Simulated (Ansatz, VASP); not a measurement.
**Te: VASP beside Ansatz**

INCAR

```
ALGO = Normal
EDIFF = 1E-6
ENCUT = 520
GGA = PE
ISIF = 2
ISMEAR = -1
LASPH = T
LCHARG = T
LELF = T
LREAL = F
LVHAR = T
LWAVE = F
NBANDS = 9
NELM = 100
PREC = Accurate
SIGMA = 0.05
```

Contents of KPOINTS:

```
k-points
0
Gamma
  14 14 14
```

File POSCAR:

```
Te
1.0
   -1.9067440202      1.9067440202      1.9067440202
    1.9067440202     -1.9067440202      1.9067440202
    1.9067440202      1.9067440202     -1.9067440202
Te
1
Direct
    0.0000000000      0.0000000000      0.0000000000
```

Input for Ansatz:

```yaml
crystal:
  lattice:
    - [-1.9067440202, 1.9067440202, 1.9067440202]
    - [1.9067440202, -1.9067440202, 1.9067440202]
    - [1.9067440202, 1.9067440202, -1.9067440202]
  atoms:
    - { symbol: Te, position: [0.0, 0.0, 0.0] }
kpoints:
  mp_grid: { grid: [14, 14, 14] }
scf:
  occupations: { method: fermi_dirac, width: 0.05 }
hamiltonian:
  xc: pbe
  pseudopotentials: { kind: all_electron, lapw: { basis_error: 0.00025 } }
output:
  forces: true
  stress: true
  eigenvalues: true
```

Change from the starting cell: volume scaled by 0.97.

Alike in both runs: task single point; functional PBE; k mesh 14 × 14 × 14; occupations fermi-dirac, width 0.05 eV; no spin polarisation.

|  | VASP | Ansatz |
| --- | --- | --- |
| version | VASP 6.6.1 | Ansatz 0.2.0 |
| potentials or method | VASP PAW PBE potentials, release 64 (Te) | all-electron LAPW, scalar-relativistic |
| plane-wave cutoff (eV) | 520 | see its input |

VASP gave:

* pressure (GPa): 1.7

Q: What did Ansatz give for the same quantities?

A: Pressure (GPa): 1.8.

Ansatz ran all-electron here, so the differences hold the error of VASP's frozen core and of both bases.

Spin-orbit coupling is left out, which matters for the levels of Te.
